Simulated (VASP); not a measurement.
InP:

```
In P
1.0
     0.00000    2.93050    2.93050
     2.93050    0.00000    2.93050
     2.93050    2.93050    0.00000
In P
1 1
Direct
  0.00000 0.00000 0.00000
  0.75000 0.75000 0.75000
```

* Program: VASP 6.6.1
* Task: relaxation of cell and atoms
* Functional: PBE
* Potentials or basis: VASP PAW PBE potentials, release 64 (In_d, P)
* Cutoff: 600 eV
* k mesh: 8 × 8 × 8
* Occupations: fermi-dirac, width 0.05 eV
* Spin: no spin polarisation

At the start: pressure 3.3 GPa; volume 25.17 Å³/atom.

Question: How do energy, volume and symmetry change on relaxing?

Answer: Over 3 steps the energy falls by 12.6 meV/atom and the volume is 26.44 Å³/atom (+5.1 %); space group F-43m (No. 216, to 0.05 Å).

The path:
```csv
step,energy change (eV),largest force (eV/Å),pressure (GPa),volume (Å³)
1,0.0000,0.0000,3.30,50.33
2,-0.0193,0.0000,-1.38,54.20
3,-0.0251,0.0000,0.01,52.88
```

Final structure:
```
In P
1.0
     0.00000    2.97918    2.97918
     2.97918    0.00000    2.97918
     2.97918    2.97918    0.00000
In P
1 1
Direct
  0.00000 0.00000 0.00000
  0.75000 0.75000 0.75000
```
